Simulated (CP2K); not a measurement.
# BeTe (Cmmm) in CP2K: notebook

The runs below take BeTe through single point, with PBE.

Everything below comes from runs of CP2K 2026.2. Logs are shortened: lines on timing, memory, paths and dates and some standing lists are left out, and cuts for length are marked.

## Step 1: The crystal as given

Symmetry: Cmmm, No. 65, orthorhombic system. The conventional cell has a = 3.574 Å, b = 9.595 Å, c = 3.569 Å, α = 90.00°, β = 90.00°, γ = 90.00°. Around Be (site symmetry mmm) lie 4 Te at 2.53 Å. Te (site symmetry mmm) is surrounded by 4 Be at 2.53 Å.

The cell was built by a generator and needn't be a form met in nature.

## Step 2: Single point, PBE

Contents of bete_scf.inp:

```
&GLOBAL
  PROJECT bete_scf
  RUN_TYPE ENERGY_FORCE
  PRINT_LEVEL LOW
&END GLOBAL
&FORCE_EVAL
  METHOD QS
  STRESS_TENSOR ANALYTICAL
  &DFT
    BASIS_SET_FILE_NAME BASIS_MOLOPT_UCL
    POTENTIAL_FILE_NAME GTH_POTENTIALS
    &MGRID
      CUTOFF 850
      REL_CUTOFF 60
      NGRIDS 4
    &END MGRID
    &QS
      METHOD GPW
      EPS_DEFAULT 1.0E-10
    &END QS
    &KPOINTS
      SCHEME MONKHORST-PACK 8 8 8
      GAMMA_CENTERED T
      SYMMETRY T
      SYMMETRY_BACKEND SPGLIB
    &END KPOINTS
    &SCF
      SCF_GUESS ATOMIC
      EPS_SCF 1.0E-6
      MAX_SCF 100
      ADDED_MOS 10
      CHOLESKY OFF
      EPS_EIGVAL 1.0E-7
      &DIAGONALIZATION ON
        ALGORITHM STANDARD
      &END DIAGONALIZATION
      &MIXING ON
        METHOD BROYDEN_MIXING
        ALPHA 0.4
        BETA 1.5
        NBUFFER 8
      &END MIXING
      &SMEAR ON
        METHOD FERMI_DIRAC
        ELECTRONIC_TEMPERATURE [K] 580.226
      &END SMEAR
    &END SCF
    &XC
      &XC_FUNCTIONAL PBE
      &END XC_FUNCTIONAL
    &END XC
    &PRINT
      &KPOINTS ON
      &END KPOINTS
      &MULLIKEN ON
      &END MULLIKEN
      &MO ON
        ENERGIES T
        OCCUPATION_NUMBERS T
        &EACH
          QS_SCF 0
        &END EACH
        ADD_LAST NUMERIC
      &END MO
      &E_DENSITY_CUBE ON
        STRIDE 2
      &END E_DENSITY_CUBE
      &V_HARTREE_CUBE ON
        STRIDE 2
      &END V_HARTREE_CUBE
      &ELF_CUBE ON
        STRIDE 2
      &END ELF_CUBE
    &END PRINT
  &END DFT
  &SUBSYS
    &CELL
      A 5.1194624232 0.0000000000 0.0000000000
      B -3.8719216714 3.3491966309 0.0000000000
      C 0.0000000000 0.0000000000 3.5691500000
      PERIODIC XYZ
    &END CELL
    &COORD
      SCALED
      Be  0.5000000000 0.5000000000 0.5000000000
      Te  0.0000000000 0.0000000000 0.0000000000
    &END COORD
    &KIND Be
      BASIS_SET TZVP-MOLOPT-SR-GTH-q4
      POTENTIAL GTH-PBE-q4
    &END KIND
    &KIND Te
      BASIS_SET TZVP-MOLOPT-SR-GTH-q6
      POTENTIAL GTH-PBE-q6
    &END KIND
    &PRINT
      &ATOMIC_COORDINATES ON
      &END ATOMIC_COORDINATES
      &CELL ON
      &END CELL
      &SYMMETRY ON
      &END SYMMETRY
    &END PRINT
  &END SUBSYS
  &PRINT
    &FORCES ON
    &END FORCES
    &STRESS_TENSOR ON
    &END STRESS_TENSOR
  &END PRINT
&END FORCE_EVAL
```

Potentials or basis: GTH_POTENTIALS Be GTH-PBE-q4, Te GTH-PBE-q6; TZVP-MOLOPT-SR-GTH basis.

Run with:

```console
> OMP_NUM_THREADS=1 cp2k.psmp -i bete_scf.inp -o bete_scf.out
```

bete_scf.out:

```text

 CP2K| version string:                                       CP2K version 2026.2
 CP2K| Input file name                                              bete_scf.inp

 GLOBAL| Force Environment number                                              1
 GLOBAL| Basis set file name                                    BASIS_MOLOPT_UCL
 GLOBAL| Potential file name                                      GTH_POTENTIALS
 GLOBAL| MM Potential file name                                     MM_POTENTIAL
 GLOBAL| Coordinate file name                                      __STD_INPUT__
 GLOBAL| Method name                                                        CP2K
 GLOBAL| Project name                                                   bete_scf
 GLOBAL| Run type                                                   ENERGY_FORCE
 GLOBAL| FFT library                                                       FFTW3
 GLOBAL| Diagonalization library                                       ScaLAPACK
 GLOBAL| Cholesky decomposition library                                ScaLAPACK
 GLOBAL| DGEMM library                                                      BLAS
 GLOBAL| Direct generalized diagonalization requested                          F
 GLOBAL| Matrix multiplication library                                 ScaLAPACK
 GLOBAL| Global print level                                                  LOW
 GLOBAL| Total number of message passing processes                             1
 GLOBAL| Number of threads for this process                                    1
 GLOBAL| CPU model name                                                  UNKNOWN

 CELL| Volume [angstrom^3]:                                            61.196954
 CELL| Vector a [angstrom]:       5.119     0.000     0.000   |a| =     5.119462
 CELL| Vector b [angstrom]:      -3.872     3.349     0.000   |b| =     5.119462
 CELL| Vector c [angstrom]:       0.000     0.000     3.569   |c| =     3.569150
 CELL| Angle (b,c), alpha [degree]:                                    90.000000
 CELL| Angle (a,c), beta  [degree]:                                    90.000000
 CELL| Angle (a,b), gamma [degree]:                                   139.140327
 CELL| Numerically orthorhombic:                                              NO
 CELL| Periodicity                                                           XYZ

 CELL_REF| Volume [angstrom^3]:                                        61.196954
 CELL_REF| Vector a [angstrom     5.119     0.000     0.000   |a| =     5.119462
 CELL_REF| Vector b [angstrom    -3.872     3.349     0.000   |b| =     5.119462
 CELL_REF| Vector c [angstrom     0.000     0.000     3.569   |c| =     3.569150
 CELL_REF| Angle (b,c), alpha [degree]:                                90.000000
 CELL_REF| Angle (a,c), beta  [degree]:                                90.000000
 CELL_REF| Angle (a,b), gamma [degree]:                               139.140327
 CELL_REF| Numerically orthorhombic:                                          NO
 CELL_REF| Periodicity                                                       XYZ

[... 8 lines left out ...]
 TOTAL NUMBERS AND MAXIMUM NUMBERS

  Total number of            - Atomic kinds:                                   2
                             - Atoms:                                          2
                             - Shell sets:                                     2
                             - Shells:                                        12
                             - Primitive Cartesian functions:                 11
                             - Cartesian basis functions:                     25
                             - Spherical basis functions:                     24

  Maximum angular momentum of- Orbital basis functions:                        2
                             - Local part of the GTH pseudopotential:          6
                             - Non-local part of the GTH pseudopotential:      4

 MODULE QUICKSTEP: ATOMIC COORDINATES IN ANGSTROM

   Atom Kind Element         X             Y             Z       Z(eff)     Mass
      1    1 Be    4      0.623770      1.674598      1.784575   4.0000   9.0122
      2    2 Te   52      0.000000      0.000000      0.000000   6.0000 127.6000

 Crystal Symmetry Information
       International Symbol:                                                Cmmm
       Point Group Symbol:                                                   mmm
       Schoenflies Symbol:                                                D2h^19
       Number of Symmetry Operations:                                          8

 SCF PARAMETERS         Density guess:                                    ATOMIC
                        --------------------------------------------------------
                        max_scf:                                             100
                        max_scf_history:                                       0
[... 44 lines left out ...]
 MO|     13               0.560880              15.262333               0.000000
[... 10 lines left out ...]
 MO|      3              -0.065828              -1.791263               2.000000
 MO|      4              -0.060694              -1.651560               2.000000
 MO|      5              -0.006865              -0.186794               2.000000
 MO|      6               0.168144               4.575435               0.000000
 MO|      7               0.207495               5.646238               0.000000
 MO|      8               0.326352               8.880490               0.000000
 MO|      9               0.412264              11.218285               0.000000
 MO|     10               0.447679              12.181968               0.000000
 MO|     11               0.456549              12.423341               0.000000
 MO|     12               0.498638              13.568628               0.000000
 MO|     13               0.530245              14.428695               0.000000
 MO|     14               0.616834              16.784918               0.000000
 MO|     15               0.641100              17.445205               0.000000
 MO| Sum:                                                              10.000000
 MO| E(Fermi):            0.065110 a.u.          1.771724 eV
 MO| Band gap:            0.175009 a.u.          4.762229 eV

 MO| EIGENVALUES AND OCCUPATION NUMBERS FOR K POINT 3
 MO|
 MO|  Index      Eigenvalue [a.u.]        Eigenvalue [eV]             Occupation
 MO|      1              -3.666591             -99.773012               2.000000
 MO|      2              -0.353888              -9.629772               2.000000
 MO|      3              -0.079713              -2.169108               2.000000
 MO|      4              -0.024042              -0.654214               2.000000
 MO|      5               0.005864               0.159579               2.000000
 MO|      6               0.226738               6.169854               0.000000
 MO|      7               0.235280               6.402302               0.000000
 MO|      8               0.261429               7.113838               0.000000
 MO|      9               0.407818              11.097293               0.000000
 MO|     10               0.417212              11.352927               0.000000
 MO|     11               0.450800              12.266905               0.000000
 MO|     12               0.497375              13.534256               0.000000
 MO|     13               0.509075              13.852629               0.000000
[... 221 lines left out ...]
 MO|      4               0.027663               0.752758               2.000000
 MO|      5               0.102298               2.783661               0.000000
 MO|      6               0.134687               3.665030               0.000000
 MO|      7               0.187757               5.109133               0.000000
 MO|      8               0.232575               6.328689               0.000000
 MO|      9               0.315233               8.577938               0.000000
 MO|     10               0.367094               9.989139               0.000000
 MO|     11               0.440320              11.981718               0.000000
 MO|     12               0.588566              16.015700               0.000000
 MO|     13               0.616611              16.778846               0.000000
 MO|     14               0.621899              16.922736               0.000000
 MO|     15               0.678039              18.450370               0.000000
 MO| Sum:                                                               8.000000
 MO| E(Fermi):            0.065110 a.u.          1.771724 eV

 [... the levels of further k-points ...]

 The electron density is written in Cube    file format to the file:

 bete_scf-ELECTRON_DENSITY-1_0.cube

 !-----------------------------------------------------------------------------!
                     Mulliken Population Analysis

 #  Atom  Element  Kind  Atomic population                           Net charge
       1     Be       1          3.520020                              0.479980
       2     Te       2          6.479980                             -0.479980
 # Total charge                             10.000000                 -0.000000

 !-----------------------------------------------------------------------------!

               ----- ELF is computed on the real space grid -----

 ELF is written in Cube    file format to the file:

 bete_scf-ELF_S1-1_0.cube

 ENERGY| Total FORCE_EVAL ( QS ) energy [hartree]            -22.793631422722662

 FORCES| Atomic forces [hartree/bohr]
 FORCES|   Atom     x               y               z               |f|
 FORCES|      1 -1.31326080E-15 -1.15627898E-14 -7.38964443E-16   1.16605673E-14
 FORCES|      2 -1.05579376E-15 -5.89540243E-16 -3.20372512E-15   3.42434122E-15
 FORCES| Sum    -2.36905456E-15 -1.21523300E-14 -3.94268956E-15
 FORCES| Total atomic force                                       1.29937041E-14

 STRESS| Analytical stress tensor [bar]
 STRESS|                        x                   y                   z
 STRESS|      x       -6.37722114765E+02   4.51999964984E+03  -4.58598143519E-10
 STRESS|      y        4.51999964984E+03   9.81319284432E+03  -1.85557446297E-09
 STRESS|      z       -4.58598143519E-10  -1.85557446297E-09   1.16941018053E+04
 STRESS| 1/3 Trace                                             6.95652417829E+03
 STRESS| Determinant                                          -3.12097883164E+11

 STRESS| Eigenvectors and eigenvalues of the analytical stress tensor [bar]
 STRESS|                        1                   2                   3
 STRESS| Eigenvalues  -2.32137475918E+03   1.14968454887E+04   1.16941018053E+04
 STRESS|      x           0.937100344349      0.349060087407     -0.000000000003
 STRESS|      y          -0.349060087407      0.937100344349     -0.000000000009
 STRESS|      z          -0.000000000000      0.000000000010      1.000000000000
```

It took 28 s on 1 thread of Arm Neoverse V1, shared host; peak memory 0.48 GiB.

Results:

```
Free energy            : -620.2463 eV
Pressure               : 0.7 GPa
Band gap on the k mesh : none (metal or under the smearing width)
Mulliken charges       : Be +0.48; Te -0.48 e
```

Caveat: Mulliken charges move with the basis; the basis of atomic orbitals isn't converged, which shifts pressures, moduli and gaps. Spin-orbit coupling is left out, which matters for the levels of Te.

## Step 3: Single point, PBE

Changes to bete_scf.inp since step 2:

```diff
@@ -9,4 +9,4 @@
   &DFT
-    BASIS_SET_FILE_NAME BASIS_MOLOPT_UCL
-    POTENTIAL_FILE_NAME GTH_POTENTIALS
+    BASIS_SET_FILE_NAME BASIS_MOLOPT_UZH
+    POTENTIAL_FILE_NAME POTENTIAL_UZH
     &MGRID
@@ -88,3 +88,3 @@
     &KIND Be
-      BASIS_SET TZVP-MOLOPT-SR-GTH-q4
+      BASIS_SET TZVP-MOLOPT-PBE-GTH-q4
       POTENTIAL GTH-PBE-q4
@@ -92,3 +92,3 @@
     &KIND Te
-      BASIS_SET TZVP-MOLOPT-SR-GTH-q6
+      BASIS_SET TZVP-MOLOPT-PBE-GTH-q6
       POTENTIAL GTH-PBE-q6
```

Potentials or basis: POTENTIAL_UZH Be GTH-PBE-q4, Te GTH-PBE-q6; TZVP-MOLOPT-PBE-GTH basis.

Run with:

```console
> OMP_NUM_THREADS=1 cp2k.psmp -i bete_scf.inp -o bete_scf.out
```

Wall time 23 s (1 thread of Arm Neoverse V1, shared host); peak memory 0.48 GiB.

Results (log left out):

| Item | Value |
| --- | --- |
| Free energy | -620.2297 eV |
| Pressure | 1.0 GPa |
| Band gap on the k mesh | none (metal or under the smearing width) |
| Mulliken charges | Be +0.51; Te -0.51 e |

Stress tensor (GPa, compression positive):
```
-0.01  0.59  0.00
 0.59  1.34  0.00
 0.00  0.00  1.59
```

Levels at points of the mesh, in eV from the Fermi level:
| k point | band 2 | band 3 | band 4 | band 5 | band 6 | band 7 | band 8 | band 9 |
| --- | --- | --- | --- | --- | --- | --- | --- | --- |
| (0.00, 0.00, 0.00) | -12.12 | -2.23 | -1.25 | -1.23 | 2.13 | 4.85 | 6.56 | 6.96 |
| (0.00, 0.00, 0.50) | -10.93 | -6.09 | -0.52 | 1.02 | 2.74 | 3.38 | 4.69 | 6.26 |
| (0.00, 0.50, 0.00) | -10.92 | -6.03 | -0.98 | 1.01 | 2.12 | 3.38 | 4.66 | 6.67 |
| (0.00, 0.50, 0.50) | -9.52 | -4.91 | -4.89 | -1.11 | 0.08 | 4.22 | 9.13 | 9.29 |
| (0.50, 0.50, 0.00) | -12.04 | -3.24 | -1.27 | -1.20 | 2.41 | 6.37 | 6.96 | 10.20 |
| (0.50, 0.50, 0.50) | -10.88 | -5.97 | -1.37 | 0.97 | 1.64 | 3.34 | 4.60 | 6.83 |

Caveat: Mulliken charges move with the basis; the basis of atomic orbitals isn't converged, which shifts pressures, moduli and gaps. Spin-orbit coupling is left out, which matters for the levels of Te.

## Step 4: Single point, PBE

Changes to bete_scf.inp since step 3:

```diff
@@ -88,3 +88,3 @@
     &KIND Be
-      BASIS_SET TZVP-MOLOPT-PBE-GTH-q4
+      BASIS_SET TZV2P-MOLOPT-PBE-GTH-q4
       POTENTIAL GTH-PBE-q4
@@ -92,3 +92,3 @@
     &KIND Te
-      BASIS_SET TZVP-MOLOPT-PBE-GTH-q6
+      BASIS_SET TZV2P-MOLOPT-PBE-GTH-q6
       POTENTIAL GTH-PBE-q6
```

Potentials or basis: POTENTIAL_UZH Be GTH-PBE-q4, Te GTH-PBE-q6; TZV2P-MOLOPT-PBE-GTH basis.

Run with:

```console
> OMP_NUM_THREADS=1 cp2k.psmp -i bete_scf.inp -o bete_scf.out
```

Wall time 39 s (1 thread of Arm Neoverse V1, shared host); peak memory 0.5 GiB.

It converged, with:

```yaml
Free_energy: -620.5113 eV
Pressure: 0.2 GPa
Band_gap_on_the_k_mesh: none (metal or under the smearing width)
Mulliken_charges: Be +0.61; Te -0.61 e
```

Stress tensor (GPa, compression positive):
```
-0.14  0.19  0.00
 0.19  0.30  0.00
 0.00  0.00  0.43
```

Levels at points of the mesh, in eV from the Fermi level:
```
           k point  band 3  band 4  band 5  band 6  band 7  band 8
(0.00, 0.00, 0.00)   -2.31   -1.22   -1.20    2.12    3.73    5.22
(0.00, 0.00, 0.50)   -6.04   -0.67    0.98    2.38    3.30    4.47
(0.00, 0.50, 0.00)   -5.98   -1.13    0.96    1.61    3.30    4.45
(0.00, 0.50, 0.50)   -4.86   -4.84   -1.04   -0.01    3.78    5.71
(0.50, 0.50, 0.00)   -3.33   -1.25   -1.18    2.44    5.22    6.20
(0.50, 0.50, 0.50)   -5.92   -1.52    0.93    1.09    3.25    4.38
```

Caveat: Mulliken charges move with the basis; the basis of atomic orbitals isn't converged, which shifts pressures, moduli and gaps. The run has no spin-orbit coupling, so splittings on Te are missing.

## Step 5: Overview

```csv
potentials or basis,gap on the mesh (eV),pressure (GPa)
"GTH_POTENTIALS Be GTH-PBE-q4, Te GTH-PBE-q6; TZVP-MOLOPT-SR-GTH basis",none,0.7
"POTENTIAL_UZH Be GTH-PBE-q4, Te GTH-PBE-q6; TZVP-MOLOPT-PBE-GTH basis",none,1.0
"POTENTIAL_UZH Be GTH-PBE-q4, Te GTH-PBE-q6; TZV2P-MOLOPT-PBE-GTH basis",none,0.2
```

Alike in all rows: task single point; level PBE; no spin polarisation; cell as given; k mesh 8 × 8 × 8; smearing fermi-dirac 0.05 eV.

Caveats: the basis of atomic orbitals isn't converged, which shifts pressures, moduli and gaps.

Total energies depend on the potentials used, so only differences within one code and one set of settings carry meaning.
